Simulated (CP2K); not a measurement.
# BAs under changes of volume

One of the cells (13.626 Å³/atom); the others are scaled copies at fixed shape and fractional positions:

```
As B
1.0
     3.37785    0.00000    0.00000
     1.68892    2.92530    0.00000
     1.68892    0.97510    2.75800
As B
1 1
Direct
  0.75000 0.75000 0.75000
  0.00000 0.00000 0.00000
```

* Program: CP2K 2026.2
* Functional: PBEsol
* Potentials or basis: POTENTIAL_UZH As GTH-PBE-q5, B GTH-PBE-q3; TZVP-MOLOPT-PBE-GTH basis
* Density cutoff: 6123 eV
* k mesh: 10 × 10 × 10
* Occupations: fermi-dirac, width 0.05 eV
* Spin: no spin polarisation

```csv
volume (Å³/atom),energy over the lowest point (meV/atom),pressure (GPa),gap on the mesh (eV)
12.809,37.63,12.3,1.00
13.081,?,?,?
13.354,8.08,5.3,1.04
13.626,1.61,2.3,1.06
13.899,0.00,-0.4,1.08
14.171,2.78,-2.8,1.10
14.444,9.53,-5.1,1.11
```

**Question.** What does the run at 13.081 Å³/atom give?

**Answer.** Energy over the lowest point 19.90 meV/atom; pressure 8.6 GPa; gap on the mesh 1.02 eV.

Worked out: A Birch-Murnaghan fit of order 3 (a polynomial in V^(-2/3)) to the other rows has its minimum at 13.86 Å³/atom with B0 = V·E''(V) = 133 GPa and B' = 4.0. It gives 19.92 meV/atom at 13.081 Å³/atom, against the run's 19.90, and -dE/dV = 8.6 GPa, against 8.6. A straight line through the other rows of the gap, of slope 0.943 eV per unit of ln V, gives 1.02 eV, against the run's 1.02.

Energies are extrapolated to zero smearing.

Caveats: the potentials were made for another functional, which shifts forces and pressure; the basis of atomic orbitals isn't converged, which shifts pressures, moduli and gaps.

A mesh can miss the band edges. Spin-orbit coupling on As is left out.
